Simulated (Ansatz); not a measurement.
Mulliken charges of C3H6O, SMILES `CCC=O` from r2SCAN/def2-TZVPP in Ansatz (PBE0-D4/def2-TZVP geometry).

```json
{"atom": "C1", "x (Å)": "-0.700", "y (Å)": "0.546", "z (Å)": "0.735", "charge (e)": "-0.143"}
{"atom": "C2", "x (Å)": "0.018", "y (Å)": "-0.616", "z (Å)": "0.060", "charge (e)": "0.051"}
{"atom": "C3", "x (Å)": "0.913", "y (Å)": "-0.143", "z (Å)": "-1.046", "charge (e)": "0.158"}
{"atom": "O4", "x (Å)": "0.889", "y (Å)": "-0.545", "z (Å)": "-2.176", "charge (e)": "-0.292"}
{"atom": "H5", "x (Å)": "-1.283", "y (Å)": "0.198", "z (Å)": "1.588", "charge (e)": "0.050"}
{"atom": "H6", "x (Å)": "0.010", "y (Å)": "1.293", "z (Å)": "1.100", "charge (e)": "0.043"}
{"atom": "H7", "x (Å)": "-1.382", "y (Å)": "1.043", "z (Å)": "0.042", "charge (e)": "0.056"}
{"atom": "H8", "x (Å)": "-0.679", "y (Å)": "-1.352", "z (Å)": "-0.345", "charge (e)": "0.037"}
{"atom": "H9", "x (Å)": "0.658", "y (Å)": "-1.124", "z (Å)": "0.793", "charge (e)": "0.030"}
{"atom": "H10", "x (Å)": "1.638", "y (Å)": "0.650", "z (Å)": "-0.747", "charge (e)": "0.010"}
```

Problem. By hand: the dipole of these point charges (1 e Å = 4.8032 D).

Solution. Σ q r = (-0.144, 0.074, 0.501) e Å, of length 0.527 e Å = 2.53 D.

Problem. How does the dipole of the full density compare? (Best estimate.)

Solution. The calculation gave: (-0.102, 0.126, 0.578) e Å, 2.88 D; the point charges give 0.88 times that, at 7° from its direction.

Point charges leave out the atoms' own dipoles, such as those of lone pairs, and Mulliken's split depends on the basis, so the close match here is no proof of good charges.
